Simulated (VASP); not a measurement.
Wanted: the native input for a VASP 6.6.1 run.

| Item | Value |
| --- | --- |
| Task | single point |
| Functional | LDA |
| Potentials or basis | VASP PAW LDA potentials, release 64 (Ag, Cl) |
| Cutoff | 520 eV |
| k mesh | 10 × 10 × 10 |
| Occupations | gaussian, width 0.03 eV |
| Spin | no spin polarisation |
| Dipole correction | no |
| Further INCAR settings | ALGO = Normal; EDIFF = 1e-07; NBANDS = 16 |

The structure of AgCl lies in POSCAR:

```
AgCl
1.0
    3.4339730000      0.0000000000      0.0000000000
    0.0000000000      3.4339730000      0.0000000000
    0.0000000000      0.0000000000      3.4339730000
Ag Cl
1 1
Direct
    0.0000000000      0.0000000000      0.0000000000
    0.5000000000      0.5000000000      0.5000000000
```

Measurements of this composition are mostly on another form, of space group No. 225.

The input as run:

INCAR

```
PREC = Accurate
ENCUT = 520
EDIFF = 1E-7
ISMEAR = 0
SIGMA = 0.03
LREAL = False
LASPH = True
NELM = 80
ALGO = Normal
ISIF = 2
LWAVE = False
LCHARG = False
NBANDS = 16
```

KPOINTS

```
Automatic mesh
0
Gamma
  10 10 10
```

Potentials or basis: VASP PAW LDA potentials, release 64 (Ag, Cl).

The run is started by

```bash
$ cat potpaw_LDA.64/Ag/POTCAR potpaw_LDA.64/Cl/POTCAR > POTCAR
$ mpirun -np 1 vasp_std > vasp.out
```

Results of the run:

```
Pressure               : -7.6 GPa
Band gap on the k mesh : 0.31 eV, indirect (least direct gap 1.82 eV)
```

Run time: 71 s on 1 thread of AMD EPYC 7R43 64-Core Processor (Zen 3), on a shared host, peak memory 0.12 GiB.
